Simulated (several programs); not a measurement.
What each method gives for BaTiO3 (R3m)

BaTiO3 (started from an entry of an open crystallographic database), relaxed with r2SCAN in Ansatz, was computed with several methods. Space group R3m (No. 160), trigonal; conventional cell a = 5.680 Å, c = 6.994 Å, 13.03 Å³ an atom. Around Ba lie 12 O at 2.78–2.93 Å; around Ti lie 6 O at 1.87–2.16 Å; around O lie 2 Ti at 1.87–2.16 Å and 4 Ba at 2.78–2.93 Å. Spin-unpolarised throughout; all numbers are computed.

```cif
data_structure
_symmetry_space_group_name_H-M 'R3m:H'
_symmetry_Int_Tables_number 160
_cell_length_a 5.6800
_cell_length_b 5.6800
_cell_length_c 6.9941
_cell_angle_alpha 90.000
_cell_angle_beta 90.000
_cell_angle_gamma 120.000
_cell_volume 195.41
loop_
_atom_site_label
_atom_site_type_symbol
_atom_site_symmetry_multiplicity
_atom_site_Wyckoff_symbol
_atom_site_fract_x
_atom_site_fract_y
_atom_site_fract_z
_atom_site_occupancy
Ba1 Ba 3 a 0.33333 0.66667 0.66346 1
Ti1 Ti 3 a 0.33333 0.66667 0.15000 1
O1 O 9 b 0.49680 0.99360 0.01302 1
```

Gaps and times are for a single point on this cell; volume and bulk modulus come from each method's own relaxation or energy curve at fixed shape, which is too stiff where a cell has free coordinates or axes. Times are rough, from shared hosts (AMD EPYC 7R13 Processor; Arm Neoverse V2; Intel Xeon 6975P-C), and each method has its own mesh and cell size. A double dagger marks a value from a curve with shape and coordinates held. PM6 (MOPAC), PM7 (MOPAC) treat a cluster of cells at its zone centre, which samples few k points: where these miss a band edge, the gap comes out too large for that reason alone. Gaps from k meshes are read at a limited set of points (mesh, symmetry points, PBE's band edges), so each method's own least gap may be somewhat smaller. xTB and the PM methods were fitted mostly to molecules, and can miss a solid's gap by electronvolts. Minimal bases can be far off for gaps. Times of the plane-wave ladder aren't listed, since it ran on unlike processors and cards. GLLB-SC's gap includes the derivative discontinuity. d marks a direct gap, i an indirect one (no mark: not told apart), a dash a value that wasn't computed or didn't pass its checks.

| method | kind | gap (eV) | own volume (Å³/atom) | bulk modulus (GPa) | atoms computed | processor time |
| --- | --- | --- | --- | --- | --- | --- |
| PBEsol | semilocal | – | 12.69 | – | 5 | – |
| light PBE (260 eV and a coarse mesh) | light plane-wave | 2.41 i | – | – | 5 | 0.65 s |
| PBE | semilocal | 2.50 i | 13.38 | 154‡ | 5 | – |
| LDA | semilocal | 2.42 i | 12.28 | – | 5 | – |
| r2SCAN | semilocal | 2.87 i | 13.03 | 173‡ | 5 | – |
| PM7 (MOPAC) | semi-empirical | 2.50 | – | – | cluster | 12 s |
| GLLB-SC (GPAW) | model potential | 4.56 | – | – | 5 | 17 s |
| PBE/SZV (CP2K) | small basis | 2.19 i | 14.18‡ | 147‡ | 5 | 21 s |
| PBE+SOC | semilocal | 2.49 i | – | – | 5 | – |
| PBE/DZVP (CP2K) | small basis | 2.41 i | 13.43‡ | 157‡ | 5 | 51 s |
| r2SCANh | hybrid | 3.70 i | – | – | 5 | – |
| PBE0 | hybrid | 4.71 i | – | – | 5 | – |
| HSE06 | hybrid | 3.96 i | – | – | 5 | – |
| DDH-PBE0 | hybrid | 4.03 i | – | – | 5 | – |
| PM6 (MOPAC) | semi-empirical | 3.12 | – | – | cluster | 3.6 min |

Against HSE06 (3.96 eV) and with closed or daggered gaps left aside, the nearest gap at the points sampled is that of DDH-PBE0 (+0.07 eV) and the farthest that of PBE/SZV (CP2K) (-1.77 eV). HSE06 is only a yardstick of convenience, and nearness to it can be luck.

Volumes against r2SCAN's: PBEsol -2.6 %, PBE +2.7 %, LDA -5.7 %.

Runs without a result: GFN1-xTB (tblite) (single point), GFN2-xTB (tblite) (single point).

Only the rows marked +SOC include spin-orbit coupling.
